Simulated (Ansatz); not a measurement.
# Ni3Ge: vibrations against volume

The task, for Ni3Ge: relax to small forces and stress and derive Grüneisen parameters.

Computed with Ansatz 0.2.0 (DFT PBEsol, scalar-relativistic, plane waves, PAW, unless a step's input says otherwise).

1 further run of the same task is left out (set aside as unsound or not needed).

## 1. The system as given

Symmetry: Pm-3m, No. 221, cubic system. Conventional cell: a = 3.525 Å, b = 3.525 Å, c = 3.525 Å, α = 90.00°, β = 90.00°, γ = 90.00°. Ni (site symmetry 4/mmm) has 8 Ni at 2.49 Å and 4 Ge at 2.49 Å as nearest neighbours. Around Ge (site symmetry m-3m) lie 12 Ni at 2.49 Å.

Structure file:

```cif
data_structure
_symmetry_space_group_name_H-M 'P 1'
_symmetry_Int_Tables_number 1
_cell_length_a 3.5249
_cell_length_b 3.5249
_cell_length_c 3.5249
_cell_angle_alpha 90.000
_cell_angle_beta 90.000
_cell_angle_gamma 90.000
_cell_volume 43.80
loop_
_atom_site_label
_atom_site_type_symbol
_atom_site_fract_x
_atom_site_fract_y
_atom_site_fract_z
_atom_site_occupancy
Ni1 Ni 0.50000 0.00000 0.50000 1
Ni2 Ni 0.00000 0.50000 0.50000 1
Ni3 Ni 0.50000 0.50000 0.00000 1
Ge1 Ge 0.00000 0.00000 0.00000 1
```

It goes back to an entry of the Materials Project, which need not be the stable form.

This cell was relaxed beforehand with the same method: volume 10.95 Å³/atom, gap on the mesh none (metal).

## 2. Tight relaxation for the response runs, with the smearing for a metal

Response functions are second derivatives at a minimum, so forces and stress are first brought close to zero on the mesh and occupations that the response runs use.

input.yaml

```yaml
crystal:
  lattice:
    - [3.5249143, 0.0, 0.0]
    - [0.0, 3.5249143, 0.0]
    - [0.0, 0.0, 3.5249143]
  atoms:
    - { symbol: Ni, position: [0.5, 0.0, 0.5] }
    - { symbol: Ni, position: [0.0, 0.5, 0.5] }
    - { symbol: Ni, position: [0.5, 0.5, 0.0] }
    - { symbol: Ge, position: [0.0, 0.0, 0.0] }
basis:
  ecutwfc: 420
kpoints:
  mp_grid: { grid: [12, 12, 12] }
hamiltonian:
  xc: pbesol
scf:
  occupations: { method: fermi_dirac, width: 0.15 }
output:
  forces: true
  stress: true
  eigenvalues: true
relax:
  adjacent_minimum: "off"
  f_tol: 0.001
  max_steps: 60
  cell: { stress_tol: 0.01 }
```

On the command line:

```console
> ansatz run input.yaml --threads 2 --pin off --max-ram 6144MiB --backend cpu --events-out ev --progress --plain --runs-dir out
```

The program printed (excerpt; [...] marks lines left out):

```text
Warning: RAYON_NUM_THREADS=2 ignored (pool sized by the plan → 2); use --threads N
[...]
Pseudopotentials: kind: paw
Pseudopotential: Ni, paw, valence charge 18, recommended cutoff 420 eV (normal), Ni.paw.azcp
Pseudopotential: Ge, paw, valence charge 14, recommended cutoff 420 eV (normal), Ge.paw.azcp
Functional definition: PBEsol
[...]
Crystal: 4 atoms, lattice volume = 43.797 Å³
Basis set: ecut = 420 eV, 847 PW (Γ), exchange–correlation on 48×48×48 points (8 copies of the dense FFT grid, shifted against one another)
Bands: 41, of which v1, the nominal top of the filled ones, is band 34 counted from 1 (33 counted from 0)
Symmetry: 48 space group operations
Space group: Pm-3m (ITA 221), of the structure as read, at distance tolerance 3.5e-5 Å
k-points: 84 of 1728
[...]
SCF iter   1: F=—  HF=-21669.886587 eV  |F-HF|=—  |Δ(HF+E_count)|=         —  Δρ=2.16e-2  dr2=1.10e-1  ethr=1.77e-3  ⟨swp⟩=5.4  Hψ=10917  notcnv=0  defer=8
[...]
relax step   1: F+E_penalty+E_count = -21669.86620871 eV  Δ(F+E_penalty+E_count) = +0.000e0 eV  max|allowed force component| = 5.397e-29 eV/Å  Δτ_max = 0.0000 Å  P = +0.383 GPa  Ω = 43.797 Å³  (8 SCF iters, dr2 threshold 1.00e-7 eV, accepted)
[...]
SCF converged after 9 iterations
Free energy (F): -21669.866299 eV
[...]
E sigma→0 (E₀):  -21669.780278 eV
Entropy (-TS):   -0.172042 eV (-43.011 meV/atom)
Fermi energy:    18.714791 eV
[...]
--- Forces (eV/Å), atoms counted from 1 ---
  atom   1  Ni     0.00000000     0.00000000    -0.00000000
  atom   2  Ni     0.00000000    -0.00000000    -0.00000000
  atom   3  Ni    -0.00000000     0.00000000     0.00000000
  atom   4  Ge     0.00000000    -0.00000000    -0.00000000
[...]
--- Stress (GPa, compression-positive) ---
        0.000163      -0.000000      -0.000000
       -0.000000       0.000163      -0.000000
       -0.000000      -0.000000       0.000163
  P = ⅓ Tr σ = 0.0002 GPa (0.002 kbar)
--- Band table (eV; the first three rows and the last of 84) ---
[...]
--- Relaxed structure (3 steps of the walk, 3 accepted, 1 SCFs on fresh bases) ---
  F+E_penalty+E_count = -21669.86629886 eV   max|allowed force component| = 1.074e-28 eV/Å   (the final SCF, on the basis selected at the relaxed cell)
  cell:  # Å, volume = 43.8744 Å³
    - [3.526985813198222, -8.024708101613482e-36, -3.209883240645393e-35]
    - [-1.6049416203226965e-35, 3.526985813198222, 0.0]
    - [-3.209883240645393e-35, 0.0, 3.526985813198222]
  atoms:
    - { symbol: Ni, position: [0.49999999999999994, 6.669633650291685e-39, 0.49999999999999994] }
    - { symbol: Ni, position: [-1.3339267291317696e-37, 0.49999999999999994, 0.49999999999999994] }
    - { symbol: Ni, position: [0.49999999999999994, 0.49999999999999994, -3.001335140476617e-38] }
    - { symbol: Ge, position: [-6.224991400640998e-38, -2.2232112122777337e-39, 1.111605612415151e-39] }
```

Run time: 19 s. Hardware: 2 threads of Arm Neoverse V1, shared host; peak memory 0.43 GiB.

Relaxation path:

```csv
step,E - E(step 1) (eV/cell),largest force component (eV/Å),pressure (GPa),volume (Å³)
1,0.0000,0.0000,0.38,43.80
2,-0.0001,0.0000,0.17,43.84
3,-0.0001,0.0000,0.00,43.87
4,-0.0001,0.0000,0.00,43.87
```

Step 1 is the start. Step 4 repeats the geometry before it on a plane-wave basis chosen anew for that cell, so its energy need not be comparable with the rows above.

|  | before | after | change |
| --- | --- | --- | --- |
| a (Å) | 3.525 | 3.527 | +0.1 % |
| b (Å) | 3.525 | 3.527 | +0.1 % |
| c (Å) | 3.525 | 3.527 | +0.1 % |
| volume (Å³/atom) | 10.95 | 10.97 | +0.2 % |
| shortest distance (Å) | 2.492 | 2.494 | +0.1 % |
| space group (0.01 Å) | Pm-3m | Pm-3m | same |

The run keeps the 48 symmetry operations of the start, so it could not have lowered the symmetry.

## 3. Phonons at Γ, at rest

input.yaml

```yaml
crystal:
  lattice:
    - [3.5269858132, 0.0, 0.0]
    - [0.0, 3.5269858132, 0.0]
    - [0.0, 0.0, 3.5269858132]
  atoms:
    - { symbol: Ni, position: [0.5, 0.0, 0.5] }
    - { symbol: Ni, position: [0.0, 0.5, 0.5] }
    - { symbol: Ni, position: [0.5, 0.5, 0.0] }
    - { symbol: Ge, position: [0.0, 0.0, 0.0] }
basis:
  ecutwfc: 420
kpoints:
  mp_grid: { grid: [12, 12, 12] }
hamiltonian:
  xc: pbesol
scf:
  occupations: { method: fermi_dirac, width: 0.15 }
output:
  eigenvalues: true
phonons:
  method: dfpt
  eigenvectors: true
```

On the command line:

```console
> ansatz run input.yaml --threads 2 --pin off --max-ram 6144MiB --backend cpu --events-out ev --progress --plain --runs-dir out
```

The program printed (excerpt; [...] marks lines left out):

```text
Warning: RAYON_NUM_THREADS=2 ignored (pool sized by the plan → 2); use --threads N
zone centre: on kpoints.mp_grid the ground state, and the responses unless they are solved on pairs of k-points, stand on 343 of the mesh's 1728 k-points, reduced under 8 symmetry operations, with k and −k counted as one. Each operation leaves every solved displacement unchanged or reverses it
[...]
[... 4 set-up lines as earlier in the session ...]
[...]
Crystal: 4 atoms, lattice volume = 43.874 Å³
Basis set: ecut = 420 eV, 847 PW (Γ), exchange–correlation on 48×48×48 points (8 copies of the dense FFT grid, shifted against one another)
Bands: 41, of which v1, the nominal top of the filled ones, is band 34 counted from 1 (33 counted from 0)
[...]
SCF iter  11: F=-21669.866299 eV  HF=-21669.866299 eV  |F-HF|=0.00e0  |Δ(HF+E_count)|=  1.09e-11  Δρ=3.92e-8  dr2=7.29e-13  ethr=1.00e-12  ⟨swp⟩=6.5  Hψ=60336  notcnv=0
[...]
SCF converged after 11 iterations
Free energy (F): -21669.866299 eV
[...]
E sigma→0 (E₀):  -21669.780278 eV
Entropy (-TS):   -0.172042 eV (-43.011 meV/atom)
Fermi energy:    18.714792 eV
[...]
--- Band table (eV; the first three rows and the last of 343) ---
[...]
--- Phonons (Γ-DFPT): 3 representative perturbations + reference, on 343 of 1728 k-points (Σ response iterations 11) ---
  k mesh reduced under 8 symmetry operations, with k and −k counted as one. Each operation leaves every solved displacement unchanged or reverses it
  ASR residual: 8.313e-4 → 0.000e0 eV/Å²; symmetrization residual: 2.304e-6 eV/Å²
  ASR residual per site (eV/Å²): 8.31e-4 8.31e-4 8.31e-4 7.93e-6
  Γ frequencies (cm⁻¹): 0.00 0.00 0.00 172.91 172.91 172.91 194.81 194.81 194.81 296.90 296.90 296.90
  non-analytic LO–TO correction: not included (Born effective charges unavailable; polar crystals: no LO–TO splitting at Γ)
```

Run time: 2.6 min. Hardware: 2 threads of Arm Neoverse V1, shared host; peak memory 2.2 GiB.

Optical levels at the zone centre, without the three acoustic modes (i: imaginary):

```tsv
cm⁻¹	meV	modes
173	21.4	3
195	24.2	3
297	36.8	3
```

Displacements in the lowest optical mode (173 cm⁻¹), eigenvector over the root of the mass, scaled so that the longest move is 1. It is one member of a degenerate level, so its direction within the level is arbitrary.

```tsv
atom	x	y	z
Ni1	0.00	0.19	0.21
Ni2	-0.01	0.05	0.21
Ni3	0.00	0.05	0.78
Ge4	0.01	-0.24	-0.97
```

Displacements in the highest mode (297 cm⁻¹), eigenvector over the root of the mass, scaled so that the longest move is 1. It is one member of a degenerate level, so its direction within the level is arbitrary.

```tsv
atom	x	y	z
Ni1	0.00	0.18	0.73
Ni2	0.00	-0.14	0.73
Ni3	0.00	-0.14	-0.99
Ge4	0.00	0.07	-0.38
```

## 4. The cell at 0.98 of its volume

input.yaml, as its differences from that of step 3:

```diff
@@ -2,5 +2,5 @@
   lattice:
-    - [3.5269858132, 0.0, 0.0]
-    - [0.0, 3.5269858132, 0.0]
-    - [0.0, 0.0, 3.5269858132]
+    - [3.5033140542, 0.0, 0.0]
+    - [0.0, 3.5033140542, 0.0]
+    - [0.0, 0.0, 3.5033140542]
   atoms:
@@ -19,5 +19,8 @@
 output:
+  forces: true
+  stress: true
   eigenvalues: true
-phonons:
-  method: dfpt
-  eigenvectors: true
+  write_density: true
+  write_potential: true
+  elf: true
+  volumetric_format: npy
```

On the command line:

```console
> ansatz run input.yaml --threads 2 --pin off --max-ram 6144MiB --backend cpu --events-out ev --progress --plain --runs-dir out
```

The program printed (excerpt; [...] marks lines left out):

```text
Warning: RAYON_NUM_THREADS=2 ignored (pool sized by the plan → 2); use --threads N
[...]
[... 4 set-up lines as earlier in the session ...]
[...]
Crystal: 4 atoms, lattice volume = 42.997 Å³
Basis set: ecut = 420 eV, 847 PW (Γ), exchange–correlation on 48×48×48 points (8 copies of the dense FFT grid, shifted against one another)
Bands: 41, of which v1, the nominal top of the filled ones, is band 34 counted from 1 (33 counted from 0)
[... 2 set-up lines as earlier in the session ...]
k-points: 84 of 1728
[...]
SCF iter   1: F=—  HF=-21669.874345 eV  |F-HF|=—  |Δ(HF+E_count)|=         —  Δρ=2.17e-2  dr2=1.08e-1  ethr=1.77e-3  ⟨swp⟩=5.5  Hψ=10958  notcnv=0  defer=9
[...]
SCF iter   8: F=-21669.853978 eV  HF=-21669.853978 eV  |F-HF|=1.43e-9  |Δ(HF+E_count)|=   3.87e-8  Δρ=3.34e-6  dr2=3.21e-9  ethr=1.47e-10  ⟨swp⟩=9.0  Hψ=22316  notcnv=0
[...]
SCF converged after 8 iterations
Free energy (F): -21669.853978 eV
[...]
E sigma→0 (E₀):  -21669.770914 eV
Entropy (-TS):   -0.166127 eV (-41.532 meV/atom)
Fermi energy:    19.187522 eV
[...]
--- Forces (eV/Å), atoms counted from 1 ---
  atom   1  Ni     0.00000000    -0.00000000    -0.00000000
  atom   2  Ni     0.00000000    -0.00000000    -0.00000000
  atom   3  Ni     0.00000000    -0.00000000     0.00000000
  atom   4  Ge    -0.00000000     0.00000000     0.00000000
[...]
--- Stress (GPa, compression-positive) ---
        4.592240      -0.000000      -0.000000
        0.000000       4.592240       0.000000
        0.000000       0.000000       4.592240
  P = ⅓ Tr σ = 4.5922 GPa (45.922 kbar)
--- Band table (eV; the first three rows and the last of 84) ---
[...]
```

Wall time 6.1 s (2 threads of Arm Neoverse V1, shared host); peak memory 0.41 GiB.

Density in a lattice plane of the grid's cell (edges 3.50 and 3.50 Å, at 0.000 of the third edge), which holds Ni and Ge.

Ten even steps from '0' (0.19 e/Å³) to '9' (60.59 e/Å³):
```
642100000000000000000124
211000000000000000000011
000000000000000000000000
000000000000000000000000
000000000000000000000000
000000000000000000000000
000000000001110000000000
000000000012321000000000
000000000135753100000000
000000000247974200000000
000000000135753100000000
000000000012321000000000
000000000001110000000000
000000000000000000000000
000000000000000000000000
000000000000000000000000
000000000000000000000000
211000000000000000000011
642100000000000000000124
963100000000000000000136
```
Columns run along the first of these edges and rows up along the second, over one cell in 24 and 20 even steps from the bottom left corner. Atoms in the plane (fractional): Ni at (0.50, 0.50), Ge at (0.00, 0.00).

ELF in the same plane.

Ten even steps from '0' (0.02) to '9' (0.73):
```
000123444432223444432100
000234444432223444443200
112344444322222344444321
334445443222222234454443
444454432222222223445444
444444322233333222344444
444443222344444322234444
333332223456665432223333
222222233567876533222222
222222234579997543222222
222222233567876533222222
333332223456665432223333
444443222344444322234444
444444322233333222344444
444454432222222223445444
334445443222222234454443
112344444322222344444321
000234444432223444443200
000123444432223444432100
400023444432223444432000
```
Columns run along the first of these edges and rows up along the second, over one cell in 24 and 20 even steps from the bottom left corner. Atoms in the plane (fractional): Ni at (0.50, 0.50), Ge at (0.00, 0.00).

Both are smooth fields of the valence electrons: close to the nuclei they are not physical.

## 5. Phonons at Γ at 0.98 V

input.yaml, as its differences from that of step 4:

```diff
@@ -19,8 +19,5 @@
 output:
-  forces: true
-  stress: true
   eigenvalues: true
-  write_density: true
-  write_potential: true
-  elf: true
-  volumetric_format: npy
+phonons:
+  method: dfpt
+  eigenvectors: true
```

On the command line:

```console
> ansatz run input.yaml --threads 2 --pin off --max-ram 6144MiB --backend cpu --events-out ev --progress --plain --runs-dir out
```

The program printed (excerpt; [...] marks lines left out):

```text
Warning: RAYON_NUM_THREADS=2 ignored (pool sized by the plan → 2); use --threads N
zone centre: on kpoints.mp_grid the ground state, and the responses unless they are solved on pairs of k-points, stand on 343 of the mesh's 1728 k-points, reduced under 8 symmetry operations, with k and −k counted as one. Each operation leaves every solved displacement unchanged or reverses it
[...]
[... 4 set-up lines as earlier in the session ...]
[...]
Crystal: 4 atoms, lattice volume = 42.997 Å³
Basis set: ecut = 420 eV, 847 PW (Γ), exchange–correlation on 48×48×48 points (8 copies of the dense FFT grid, shifted against one another)
Bands: 41, of which v1, the nominal top of the filled ones, is band 34 counted from 1 (33 counted from 0)
[...]
SCF iter  10: F=-21669.853978 eV  HF=-21669.853978 eV  |F-HF|=1.09e-11  |Δ(HF+E_count)|=  2.91e-11  Δρ=1.43e-7  dr2=7.99e-12  ethr=1.00e-12  ⟨swp⟩=6.5  Hψ=70080  notcnv=0
[...]
SCF converged after 10 iterations
Free energy (F): -21669.853978 eV
[...]
E sigma→0 (E₀):  -21669.770914 eV
Entropy (-TS):   -0.166128 eV (-41.532 meV/atom)
Fermi energy:    19.187533 eV
[...]
--- Band table (eV; the first three rows and the last of 343) ---
[...]
--- Phonons (Γ-DFPT): 3 representative perturbations + reference, on 343 of 1728 k-points (Σ response iterations 11) ---
  k mesh reduced under 8 symmetry operations, with k and −k counted as one. Each operation leaves every solved displacement unchanged or reverses it
  ASR residual: 1.223e-3 → 0.000e0 eV/Å²; symmetrization residual: 1.752e-6 eV/Å²
  ASR residual per site (eV/Å²): 1.22e-3 1.22e-3 1.22e-3 3.12e-5
  Γ frequencies (cm⁻¹): 0.00 0.00 0.00 181.21 181.21 181.21 204.23 204.23 204.23 310.32 310.32 310.32
  non-analytic LO–TO correction: not included (Born effective charges unavailable; polar crystals: no LO–TO splitting at Γ)
```

Wall time 2.6 min (2 threads of Arm Neoverse V1, shared host); peak memory 2.2 GiB.

Optical levels at the zone centre, without the three acoustic modes (i: imaginary):

```tsv
cm⁻¹	modes
181	3
204	3
310	3
```

## 6. The cell at 1.02 of its volume

input.yaml, as its differences from that of step 5:

```diff
@@ -2,5 +2,5 @@
   lattice:
-    - [3.5033140542, 0.0, 0.0]
-    - [0.0, 3.5033140542, 0.0]
-    - [0.0, 0.0, 3.5033140542]
+    - [3.5503440159, 0.0, 0.0]
+    - [0.0, 3.5503440159, 0.0]
+    - [0.0, 0.0, 3.5503440159]
   atoms:
@@ -19,5 +19,4 @@
 output:
+  forces: true
+  stress: true
   eigenvalues: true
-phonons:
-  method: dfpt
-  eigenvectors: true
```

On the command line:

```console
> ansatz run input.yaml --threads 2 --pin off --max-ram 6144MiB --backend cpu --events-out ev --progress --plain --runs-dir out
```

The program printed (excerpt; [...] marks lines left out):

```text
Warning: RAYON_NUM_THREADS=2 ignored (pool sized by the plan → 2); use --threads N
[...]
[... 4 set-up lines as earlier in the session ...]
[...]
Crystal: 4 atoms, lattice volume = 44.752 Å³
Basis set: ecut = 420 eV, 895 PW (Γ), exchange–correlation on 48×48×48 points (8 copies of the dense FFT grid, shifted against one another)
Bands: 41, of which v1, the nominal top of the filled ones, is band 34 counted from 1 (33 counted from 0)
[... 1 set-up line as earlier in the session ...]
Space group: Pm-3m (ITA 221), of the structure as read, at distance tolerance 3.6e-5 Å
k-points: 84 of 1728
[...]
SCF iter   1: F=—  HF=-21669.875296 eV  |F-HF|=—  |Δ(HF+E_count)|=         —  Δρ=2.16e-2  dr2=1.12e-1  ethr=1.77e-3  ⟨swp⟩=5.3  Hψ=10909  notcnv=0  defer=8
[...]
SCF iter   8: F=-21669.854876 eV  HF=-21669.854876 eV  |F-HF|=1.90e-9  |Δ(HF+E_count)|=   5.38e-8  Δρ=3.95e-6  dr2=4.95e-9  ethr=1.47e-10  ⟨swp⟩=5.5  Hψ=13314  notcnv=0
[...]
SCF converged after 8 iterations
Free energy (F): -21669.854876 eV
[...]
E sigma→0 (E₀):  -21669.765812 eV
Entropy (-TS):   -0.178129 eV (-44.532 meV/atom)
Fermi energy:    18.260455 eV
[...]
--- Forces (eV/Å), atoms counted from 1 ---
  atom   1  Ni     0.00000000    -0.00000000     0.00000000
  atom   2  Ni     0.00000000     0.00000000     0.00000000
  atom   3  Ni     0.00000000     0.00000000    -0.00000000
  atom   4  Ge     0.00000000    -0.00000000    -0.00000000
[...]
--- Stress (GPa, compression-positive) ---
       -4.083993      -0.000000       0.000000
       -0.000000      -4.083993       0.000000
        0.000000       0.000000      -4.083993
  P = ⅓ Tr σ = -4.0840 GPa (-40.840 kbar)
--- Band table (eV; the first three rows and the last of 84) ---
[...]
```

Wall time 4.2 s (2 threads of Arm Neoverse V1, shared host); peak memory 0.41 GiB.

## 7. Phonons at Γ at 1.02 V

input.yaml, as its differences from that of step 6:

```diff
@@ -19,4 +19,5 @@
 output:
-  forces: true
-  stress: true
   eigenvalues: true
+phonons:
+  method: dfpt
+  eigenvectors: true
```

On the command line:

```console
> ansatz run input.yaml --threads 2 --pin off --max-ram 6144MiB --backend cpu --events-out ev --progress --plain --runs-dir out
```

The program printed (excerpt; [...] marks lines left out):

```text
Warning: RAYON_NUM_THREADS=2 ignored (pool sized by the plan → 2); use --threads N
zone centre: on kpoints.mp_grid the ground state, and the responses unless they are solved on pairs of k-points, stand on 343 of the mesh's 1728 k-points, reduced under 8 symmetry operations, with k and −k counted as one. Each operation leaves every solved displacement unchanged or reverses it
[...]
[... 4 set-up lines as earlier in the session ...]
[...]
Crystal: 4 atoms, lattice volume = 44.752 Å³
Basis set: ecut = 420 eV, 895 PW (Γ), exchange–correlation on 48×48×48 points (8 copies of the dense FFT grid, shifted against one another)
Bands: 41, of which v1, the nominal top of the filled ones, is band 34 counted from 1 (33 counted from 0)
[...]
SCF iter  11: F=-21669.854876 eV  HF=-21669.854876 eV  |F-HF|=3.64e-12  |Δ(HF+E_count)|=    0.00e0  Δρ=4.91e-8  dr2=1.05e-12  ethr=1.00e-12  ⟨swp⟩=6.3  Hψ=59203  notcnv=0
[...]
SCF converged after 11 iterations
Free energy (F): -21669.854876 eV
[...]
E sigma→0 (E₀):  -21669.765811 eV
Entropy (-TS):   -0.178130 eV (-44.532 meV/atom)
Fermi energy:    18.260468 eV
[...]
--- Band table (eV; the first three rows and the last of 343) ---
[...]
--- Phonons (Γ-DFPT): 3 representative perturbations + reference, on 343 of 1728 k-points (Σ response iterations 11) ---
  k mesh reduced under 8 symmetry operations, with k and −k counted as one. Each operation leaves every solved displacement unchanged or reverses it
  ASR residual: 7.630e-4 → 0.000e0 eV/Å²; symmetrization residual: 1.941e-5 eV/Å²
  ASR residual per site (eV/Å²): 7.63e-4 7.63e-4 7.63e-4 4.59e-5
  Γ frequencies (cm⁻¹): 0.00 0.00 0.00 164.79 164.79 164.79 185.66 185.66 185.66 283.93 283.93 283.93
  non-analytic LO–TO correction: not included (Born effective charges unavailable; polar crystals: no LO–TO splitting at Γ)
```

Run time: 2.6 min. Hardware: 2 threads of Arm Neoverse V1, shared host; peak memory 2.2 GiB.

The optical modes at Γ, the three translations left out (i: imaginary):

```tsv
cm⁻¹	modes
165	3
186	3
284	3
```

## 8. Mode Grüneisen parameters

γ = −d ln ν / d ln V from the cells at 0.98 and 1.02 of the volume, modes matched by rank (crossings can mismatch them); frequencies in cm⁻¹:

```tsv
0.98 V	V	1.02 V	γ
181	173	165	2.37
204	195	186	2.38
310	297	284	2.22
```

The strained cells stand under 4.59 and -4.08 GPa, so B = −dP/d ln V ≈ 217 GPa.

## 9. Outcome

| quantity | value |
| --- | --- |
| optical modes at Γ | 173 to 297 cm⁻¹ |
| optical modes at Γ at 0.98 V | 181 to 310 cm⁻¹ |
| optical modes at Γ at 1.02 V | 165 to 284 cm⁻¹ |
| bulk modulus from the two pressures | 217 GPa |
| mode Grüneisen parameters | 2.22 to 2.38, mean 2.33 |

What this shows: All optical modes at Γ are real, so no distortion that keeps the cell lowers the energy to second order; that says nothing of other wave vectors. Every real mode has a positive γ; these are zone-centre modes alone. Spin polarisation is off in the runs that give these values; a magnetic solution could lie lower. In a metal such response values depend on mesh and smearing, which were not converged here.
